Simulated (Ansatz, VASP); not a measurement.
**GaN: VASP beside Ansatz**

The input INCAR:

```
SYSTEM = GaN
PREC     = Accurate       ! precision mode
ENCUT    = 520            ! plane-wave cutoff, eV
EDIFF    = 1E-6           ! SCF threshold, eV
ISMEAR   = -1             ! smearing method
SIGMA    = 0.05           ! smearing width, eV
LREAL    = .False.        ! projectors in reciprocal space
LASPH    = .True.         ! aspherical terms in the spheres
NELM     = 60             ! most SCF steps
ALGO     = Normal         ! electronic algorithm
ISIF     = 2              ! what is computed and relaxed
LWAVE    = .False.        ! write WAVECAR
LCHARG   = .False.        ! write CHGCAR
GGA      = PE             ! functional
NBANDS   = 16             ! bands
```

KPOINTS

```
Automatic mesh
0
Gamma
  10 10 10
  0 0 0
```

The input POSCAR:

```
GaN
1.0
    3.0390987630      0.0000000000      0.0000000000
   -1.5195493815      2.6319367746      0.0000000000
    0.0000000000      0.0000000000      2.7359984593
Ga N
1 1
Direct
    0.6666700000      0.3333300000      0.5000000000
    0.0000000000      0.0000000000      0.0000000000
```

The input input.yaml:

```yaml
crystal:
  lattice:
    - [3.039098763, 0.0, 0.0]
    - [-1.5195493815, 2.6319367746, 0.0]
    - [0.0, 0.0, 2.7359984593]
  atoms:
    - { symbol: Ga, position: [0.66667, 0.33333, 0.5] }
    - { symbol: "N", position: [0.0, 0.0, 0.0] }
hamiltonian:
  xc: pbe
  pseudopotentials: { kind: paw }
kpoints:
  mp_grid: { grid: [10, 10, 10] }
scf:
  occupations: { method: fermi_dirac, width: 0.05 }
output:
  forces: true
  stress: true
  eigenvalues: true
```

The cell was built by a generator and needn't be a form met in nature.

Alike in both runs: task single point; functional PBE; k mesh 10 × 10 × 10; occupations fermi-dirac, width 0.05 eV; no spin polarisation.

|  | VASP | Ansatz |
| --- | --- | --- |
| version | VASP 6.6.1 | Ansatz 0.2.0 |
| potentials or method | VASP PAW PBE potentials, release 64 (Ga_d, N) | Ansatz PAW |
| plane-wave cutoff (eV) | 520 | 420 |
| valence electrons in the cell | 18 | 18 |

|  | VASP | Ansatz | Ansatz less VASP |
| --- | --- | --- | --- |
| gap on the k mesh at the Fermi level (eV) | none | none | - |
| pressure (GPa) | -8.2 | -8.8 | -0.52 |
| largest component of the traceless stress (GPa) | 2.12 | 2.23 | +0.105 |

A gap of «none» marks a metal or a gap that the smearing closes.

Caveats: the pressure holds a Pulay correction of +0.5 GPa for the finite cutoff (Ansatz).
